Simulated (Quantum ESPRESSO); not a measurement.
# Sb in Quantum ESPRESSO: further runs

One slab, Sb, is run at these levels: PBE; tasks: work function.

Program: Quantum ESPRESSO 7.5. These are calculated values, not measurements. Logs are shortened: lines on timing, memory, paths and dates and some standing lists are left out, and cuts for length are marked.

## (1) Starting point

The cell holds a slab with vacuum, 4 atoms: a = 3.160 Å, b = 3.160 Å, c = 24.480 Å, α = 90.00°, β = 90.00°, γ = 90.00°.

The slab is cut from a database's or a generator's crystal, which needn't be the stable form of the element.

## (2) Work function, PBE

pw.in

```
&CONTROL
  calculation = 'scf'
  prefix = 'pwscf'
  outdir = './tmp'
  pseudo_dir = './pseudo'
  tprnfor = .true.
  disk_io = 'low'
/
&SYSTEM
  ibrav = 0
  celldm(1) = 8
  nat = 4
  ntyp = 1
  ecutwfc = 80
  nbnd = 40
  occupations = 'smearing'
  smearing = 'gaussian'
  degauss = 0.01469973
/
&ELECTRONS
  conv_thr = 4d-09
  electron_maxstep = 150
  mixing_beta = 0.3
  mixing_mode = 'local-TF'
/
ATOMIC_SPECIES
Sb   121.7600 Sb.upf
CELL_PARAMETERS alat
  0.7464418192272   0.0000000000000   0.0000000000000
  0.0000000000000   0.7464418192272   0.0000000000000
  0.0000000000000   0.0000000000000   5.7825619413549
ATOMIC_POSITIONS crystal
Sb     0.0000000000    0.0000000000    0.3063725490
Sb     0.0000000000    0.0000000000    0.4354575163
Sb     0.0000000000    0.0000000000    0.5645424837
Sb     0.0000000000    0.0000000000    0.6936274510
K_POINTS automatic
8 8 1 0 0 0
```

pp_density.in

```
&INPUTPP
  prefix = 'pwscf'
  outdir = './tmp'
  filplot = 'density.dat'
  plot_num = 0
/
&PLOT
  nfile = 1
  filepp(1) = 'density.dat'
  iflag = 3
  output_format = 6
  fileout = 'density.cube'
/
```

pp_potential.in

```
&INPUTPP
  prefix = 'pwscf'
  outdir = './tmp'
  filplot = 'potential.dat'
  plot_num = 11
/
&PLOT
  nfile = 1
  filepp(1) = 'potential.dat'
  iflag = 3
  output_format = 6
  fileout = 'potential.cube'
/
```

pp_elf.in

```
&INPUTPP
  prefix = 'pwscf'
  outdir = './tmp'
  filplot = 'elf.dat'
  plot_num = 8
/
&PLOT
  nfile = 1
  filepp(1) = 'elf.dat'
  iflag = 3
  output_format = 6
  fileout = 'elf.cube'
/
```

Potentials or basis: PseudoDojo 0.4.1 SR PBE standard.

Command:

```
OMP_NUM_THREADS=1 mpirun -n 2 pw.x -nk 2 -in pw.in > pw.out
OMP_NUM_THREADS=1 mpirun -n 1 pp.x -in pp_density.in > pp_density.out
OMP_NUM_THREADS=1 mpirun -n 1 pp.x -in pp_potential.in > pp_potential.out
OMP_NUM_THREADS=1 mpirun -n 1 pp.x -in pp_elf.in > pp_elf.out
```

pw.out:

```text
This program is part of the open-source Quantum ESPRESSO suite
     for quantum simulation of materials; please cite
         "P. Giannozzi et al., J. Phys.:Condens. Matter 21 395502 (2009);
         "P. Giannozzi et al., J. Phys.:Condens. Matter 29 465901 (2017);
         "P. Giannozzi et al., J. Chem. Phys. 152 154105 (2020);
     in publications or presentations arising from this work. More details at

     Message from routine setup:
     using ibrav=0 with symmetry is DISCOURAGED, use correct ibrav instead

     K-points division:     npool     =       2
     Subspace diagonalization in iterative solution of the eigenvalue problem:
     a serial algorithm will be used

     G-vector sticks info
     --------------------
     sticks:   dense  smooth     PW     G-vecs:    dense   smooth      PW
     Sum         901     901    261               158899   158899   25179

     Using Slab Decomposition

     bravais-lattice index     =            0
     lattice parameter (alat)  =       8.0000  a.u.
     unit-cell volume          =    1649.6134 (a.u.)^3
     number of atoms/cell      =            4
     number of atomic types    =            1
     number of electrons       =        60.00
     number of Kohn-Sham states=           40
     kinetic-energy cutoff     =      80.0000  Ry
     charge density cutoff     =     320.0000  Ry
     scf convergence threshold =      4.0E-09
     mixing beta               =       0.3000
     number of iterations used =            8  local-TF  mixing
     Exchange-correlation= PBE
                           (   1   4   3   4   0   0   0)

     celldm(1)=   8.000000  celldm(2)=   0.000000  celldm(3)=   0.000000
     celldm(4)=   0.000000  celldm(5)=   0.000000  celldm(6)=   0.000000

     crystal axes: (cart. coord. in units of alat)
               a(1) = (   0.746442   0.000000   0.000000 )
               a(2) = (   0.000000   0.746442   0.000000 )
               a(3) = (   0.000000   0.000000   5.782562 )

     reciprocal axes: (cart. coord. in units 2 pi/alat)
               b(1) = (  1.339689  0.000000  0.000000 )
               b(2) = (  0.000000  1.339689  0.000000 )
               b(3) = (  0.000000  0.000000  0.172934 )

     PseudoPot. # 1 for Sb read from file:
     Sb.upf
     Pseudo is Norm-conserving + core correction, Zval = 15.0
     Generated using ONCVPSP code by D. R. Hamann
     Using radial grid of 1434 points,  6 beta functions with:
                l(1) =   0
                l(2) =   0
                l(3) =   1
                l(4) =   1
                l(5) =   2
                l(6) =   2

     atomic species   valence    mass     pseudopotential
     Sb               15.00   121.76000     Sb( 1.00)

     16 Sym. Ops., with inversion, found

   Cartesian axes

     site n.     atom                  positions (alat units)
         1        Sb     tau(   1) = (   0.0000000   0.0000000   1.7716182  )
         2        Sb     tau(   2) = (   0.0000000   0.0000000   2.5180601  )
         3        Sb     tau(   3) = (   0.0000000   0.0000000   3.2645019  )
         4        Sb     tau(   4) = (   0.0000000   0.0000000   4.0109437  )

     number of k points=    15  Gaussian smearing, width (Ry)=  0.0147
                       cart. coord. in units 2pi/alat
        k(    1) = (   0.0000000   0.0000000   0.0000000), wk =   0.0312500
        k(    2) = (   0.0000000   0.1674611   0.0000000), wk =   0.1250000
        k(    3) = (   0.0000000   0.3349223   0.0000000), wk =   0.1250000
        k(    4) = (   0.0000000   0.5023834   0.0000000), wk =   0.1250000
        k(    5) = (   0.0000000  -0.6698446   0.0000000), wk =   0.0625000
        k(    6) = (   0.1674611   0.1674611   0.0000000), wk =   0.1250000
        k(    7) = (   0.1674611   0.3349223   0.0000000), wk =   0.2500000
        k(    8) = (   0.1674611   0.5023834   0.0000000), wk =   0.2500000
        k(    9) = (   0.1674611  -0.6698446   0.0000000), wk =   0.1250000
        k(   10) = (   0.3349223   0.3349223   0.0000000), wk =   0.1250000
        k(   11) = (   0.3349223   0.5023834   0.0000000), wk =   0.2500000
        k(   12) = (   0.3349223  -0.6698446   0.0000000), wk =   0.1250000
        k(   13) = (   0.5023834   0.5023834   0.0000000), wk =   0.1250000
        k(   14) = (   0.5023834  -0.6698446   0.0000000), wk =   0.1250000
        k(   15) = (  -0.6698446  -0.6698446   0.0000000), wk =   0.0312500

     Dense  grid:   158899 G-vectors     FFT dimensions: (  36,  36, 270)

     Initial potential from superposition of free atoms

     starting charge      59.9978, renormalised to      60.0000

     negative rho (up, down):  8.551E-06 0.000E+00
     Starting wfcs are   36 randomized atomic wfcs +    4 random wfcs

     Self-consistent Calculation

     iteration #  1     ecut=    80.00 Ry     beta= 0.30
     Davidson diagonalization with overlap
     ethr =  1.00E-02,  avg # of iterations =  6.7

     Threshold (ethr) on eigenvalues was too large:
     Diagonalizing with lowered threshold

     Davidson diagonalization with overlap
     ethr =  2.33E-05,  avg # of iterations =  8.3

     total energy              =    -727.59227308 Ry
     estimated scf accuracy    <       0.01494100 Ry

     iteration #  2     ecut=    80.00 Ry     beta= 0.30
     Davidson diagonalization with overlap
     ethr =  2.49E-05,  avg # of iterations =  1.5
[... 29 lines left out ...]
     total energy              =    -727.59144343 Ry
     estimated scf accuracy    <       0.00005380 Ry

     iteration #  7     ecut=    80.00 Ry     beta= 0.30
     Davidson diagonalization with overlap
     ethr =  8.97E-08,  avg # of iterations =  3.1

     negative rho (up, down):  5.356E-07 0.000E+00

     total energy              =    -727.59147952 Ry
     estimated scf accuracy    <       0.00003475 Ry

     iteration #  8     ecut=    80.00 Ry     beta= 0.30
     Davidson diagonalization with overlap
     ethr =  5.79E-08,  avg # of iterations =  4.6

     negative rho (up, down):  3.680E-05 0.000E+00

     total energy              =    -727.59148998 Ry
     estimated scf accuracy    <       0.00000432 Ry

     iteration #  9     ecut=    80.00 Ry     beta= 0.30
     Davidson diagonalization with overlap
     ethr =  7.21E-09,  avg # of iterations =  4.7

     negative rho (up, down):  1.977E-06 0.000E+00

     total energy              =    -727.59149615 Ry
     estimated scf accuracy    <       0.00000323 Ry

     iteration # 10     ecut=    80.00 Ry     beta= 0.30
     Davidson diagonalization with overlap
     ethr =  5.38E-09,  avg # of iterations =  4.1

     negative rho (up, down):  2.816E-06 0.000E+00

     total energy              =    -727.59149667 Ry
     estimated scf accuracy    <       0.00000011 Ry

     iteration # 11     ecut=    80.00 Ry     beta= 0.30
     Davidson diagonalization with overlap
     ethr =  1.92E-10,  avg # of iterations =  4.5

     total energy              =    -727.59149680 Ry
     estimated scf accuracy    <       0.00000001 Ry

     iteration # 12     ecut=    80.00 Ry     beta= 0.30
     Davidson diagonalization with overlap
     ethr =  2.41E-11,  avg # of iterations =  3.5

     End of self-consistent calculation

          k = 0.0000 0.0000 0.0000 ( 19899 PWs)   bands (ev):

   -26.3596 -26.3570 -26.3285 -26.2666 -26.2442 -26.2442 -26.2261 -26.2261
   -26.2213 -26.2213 -26.2189 -26.2175 -26.1437 -26.1405 -26.0928 -26.0928
   -26.0928 -26.0928 -26.0812 -26.0812  -8.9832  -8.4621  -7.7718  -7.1662
    -1.7403  -0.1669   1.8814   4.1476   6.1152   6.1152   6.5887   6.5887
     6.5912   7.0167   7.1637   7.1637   7.6053   7.6053   7.8417   9.3925

          k = 0.0000 0.1675 0.0000 ( 19925 PWs)   bands (ev):
[... 17 lines left out ...]
   -26.3338 -26.3051 -26.2805 -26.2590 -26.2498 -26.2481 -26.2413 -26.2399
   -26.2235 -26.2071 -26.1725 -26.1669 -26.1269 -26.1268 -26.1119 -26.1119
   -26.0901 -26.0901 -26.0746 -26.0728  -7.2904  -6.7614  -6.0550  -5.4291
    -1.1853  -0.7066  -0.2591  -0.0376   0.4153   1.4260   3.5108   5.7822
     6.5666   7.5745   7.7909   8.0529   8.5223   8.6300   9.0668   9.0722

          k = 0.0000-0.6698 0.0000 ( 19870 PWs)   bands (ev):

   -26.3327 -26.3015 -26.2867 -26.2647 -26.2551 -26.2533 -26.2408 -26.2230
   -26.2219 -26.1948 -26.1686 -26.1596 -26.1327 -26.1326 -26.1171 -26.1171
   -26.0897 -26.0896 -26.0573 -26.0558  -6.7533  -6.2177  -5.4969  -4.8513
    -2.2202  -1.7465  -1.1522  -0.6640   0.2147   1.8680   3.9881   5.7096
     6.2729   6.9458   7.9361   8.4151   8.5093   8.9902   9.4211   9.9936

          k = 0.1675 0.1675 0.0000 ( 19974 PWs)   bands (ev):

   -26.3308 -26.3283 -26.3177 -26.2554 -26.2501 -26.2497 -26.2314 -26.2311
   -26.2297 -26.2282 -26.1926 -26.1926 -26.1325 -26.1293 -26.0984 -26.0983
   -26.0981 -26.0980 -26.0919 -26.0919  -8.5590  -8.0370  -7.3452  -6.7380
    -1.3328   0.2462   2.2980   4.1299   4.3522   4.5517   4.6025   4.8833
     5.1881   5.5206   5.6550   6.0818   7.0513   7.4700   8.2993   9.8315
[... 11 lines left out ...]
   -26.3177 -26.2857 -26.2799 -26.2585 -26.2561 -26.2543 -26.2474 -26.2355
   -26.2290 -26.2040 -26.1538 -26.1501 -26.1263 -26.1262 -26.1181 -26.1181
   -26.0959 -26.0958 -26.0736 -26.0719  -7.0771  -6.5474  -5.8398  -5.2123
    -0.9822  -0.5042  -0.0602   0.1648   0.6142   1.6291   3.7126   5.5960
     5.9172   6.1699   6.6632   6.8306   7.2210   8.0159   8.7541   9.2954

          k = 0.1675-0.6698 0.0000 ( 19896 PWs)   bands (ev):

   -26.3169 -26.2860 -26.2822 -26.2641 -26.2616 -26.2597 -26.2468 -26.2286
   -26.2168 -26.1895 -26.1506 -26.1450 -26.1321 -26.1320 -26.1235 -26.1235
   -26.0954 -26.0953 -26.0560 -26.0546  -6.5389  -6.0024  -5.2800  -4.6322
    -2.0182  -1.5451  -0.9523  -0.4664   0.4129   2.0684   4.1844   5.9187
     6.0337   6.3565   6.6655   7.1533   7.1600   7.6512   8.7088  10.1561

          k = 0.3349 0.3349 0.0000 ( 19934 PWs)   bands (ev):

   -26.2924 -26.2639 -26.2632 -26.2598 -26.2580 -26.2571 -26.2553 -26.2439
   -26.2433 -26.2289 -26.1220 -26.1220 -26.1192 -26.1192 -26.1113 -26.1112
   -26.1107 -26.1106 -26.1060 -26.1026  -7.3345  -6.8083  -6.1081  -5.4908
    -0.2014   1.3810   1.7561   2.1018   2.2228   2.6716   2.7989   3.2560
     3.2615   3.5874   3.9266   5.7744   8.3590   8.7464   9.1025   9.6774

          k = 0.3349 0.5024 0.0000 ( 19887 PWs)   bands (ev):

   -26.2859 -26.2783 -26.2712 -26.2693 -26.2621 -26.2571 -26.2424 -26.2390
   -26.2182 -26.1998 -26.1332 -26.1332 -26.1249 -26.1248 -26.1098 -26.1096
   -26.1094 -26.1069 -26.0696 -26.0684  -6.4594  -5.9269  -5.2135  -4.5787
    -0.4156   0.0592   0.4896   0.7266   1.1618   2.1720   2.7135   3.2593
     3.8246   4.3759   4.3955   6.5942   7.3684   8.5867   9.1377   9.3881

          k = 0.3349-0.6698 0.0000 ( 19874 PWs)   bands (ev):

   -26.2845 -26.2844 -26.2771 -26.2750 -26.2627 -26.2615 -26.2419 -26.2369
   -26.1996 -26.1823 -26.1390 -26.1390 -26.1306 -26.1305 -26.1092 -26.1091
   -26.1082 -26.1050 -26.0504 -26.0494  -5.9152  -5.3751  -4.6453  -3.9874
    -1.4555  -0.9852  -0.3984   0.0784   0.9586   2.5925   3.1459   3.7099
     4.2416   4.8126   4.8796   6.5337   7.0896   7.7369   8.2781   8.8084

          k = 0.5024 0.5024 0.0000 ( 19830 PWs)   bands (ev):

   -26.2864 -26.2842 -26.2769 -26.2765 -26.2678 -26.2559 -26.2556 -26.2035
   -26.1873 -26.1859 -26.1482 -26.1482 -26.1236 -26.1235 -26.1233 -26.1232
   -26.0806 -26.0770 -26.0497 -26.0497  -5.5692  -5.0288  -4.2987  -3.6406
     0.2145   0.4896   0.6756   0.9666   1.1908   1.2411   1.6849   1.7256
     2.1542   3.0281   5.1297   7.0975   7.3455   7.6417   7.9553   8.4018

          k = 0.5024-0.6698 0.0000 ( 19846 PWs)   bands (ev):

   -26.2927 -26.2903 -26.2828 -26.2761 -26.2636 -26.2613 -26.2552 -26.2005
   -26.1714 -26.1686 -26.1544 -26.1544 -26.1292 -26.1290 -26.1229 -26.1228
   -26.0769 -26.0733 -26.0330 -26.0329  -5.0058  -4.4557  -3.7040  -3.0137
    -0.7181  -0.2539   0.3193   0.7754   0.7769   1.2408   1.5751   1.9632
     2.3259   3.4445   5.5928   6.2316   6.7300   7.3110   7.6626   7.8586

          k =-0.6698-0.6698 0.0000 ( 19696 PWs)   bands (ev):

   -26.2991 -26.2966 -26.2821 -26.2821 -26.2607 -26.2607 -26.2579 -26.1932
   -26.1607 -26.1607 -26.1566 -26.1555 -26.1286 -26.1286 -26.1284 -26.1284
   -26.0702 -26.0666 -26.0192 -26.0192  -4.4176  -3.8546  -3.0730  -2.3340
    -0.3151  -0.3151   0.1439   0.1439   0.7053   0.7053   1.1437   1.1437
     2.0697   3.8292   5.3876   5.9031   6.0228   6.6335   7.4140   8.2860

     the Fermi energy is     2.7727 ev

!    total energy              =    -727.59149682 Ry
     estimated scf accuracy    <          2.3E-09 Ry
     smearing contrib. (-TS)   =      -0.00424739 Ry
     internal energy E=F+TS    =    -727.58724943 Ry

     The total energy is F=E-TS. E is the sum of the following terms:
     one-electron contribution =   -2706.81782276 Ry
     hartree contribution      =    1368.75530556 Ry
     xc contribution           =    -181.70478332 Ry
     ewald contribution        =     792.18005108 Ry

     convergence has been achieved in  12 iterations

     Forces acting on atoms (cartesian axes, Ry/au):

     atom    1 type  1   force =     0.00000000    0.00000000    0.01987259
     atom    2 type  1   force =     0.00000000    0.00000000   -0.01709663
     atom    3 type  1   force =     0.00000000    0.00000000    0.01709663
     atom    4 type  1   force =     0.00000000    0.00000000   -0.01987259

     Total force =     0.037073     Total SCF correction =     0.000035

=------------------------------------------------------------------------------=
   JOB DONE.
=------------------------------------------------------------------------------=
```

Wall time 2 min (2 MPI ranks of Arm Neoverse V2, shared host); peak memory 0.68 GiB.

What came out:

```
Free energy                     : -9899.3866 eV
Largest force                   : 0.511 eV/Å
Band gap on the k mesh          : none (metal or under the smearing width)
Work function of the upper face : 4.40 eV
Work function of the lower face : 4.40 eV
```

Forces in eV/Å, atoms in the order of the input:
```
Sb   0.000  0.000  0.511
Sb   0.000  0.000 -0.440
Sb   0.000  0.000  0.440
Sb   0.000  0.000 -0.511
```

(Part 1 of 2 ends here.)
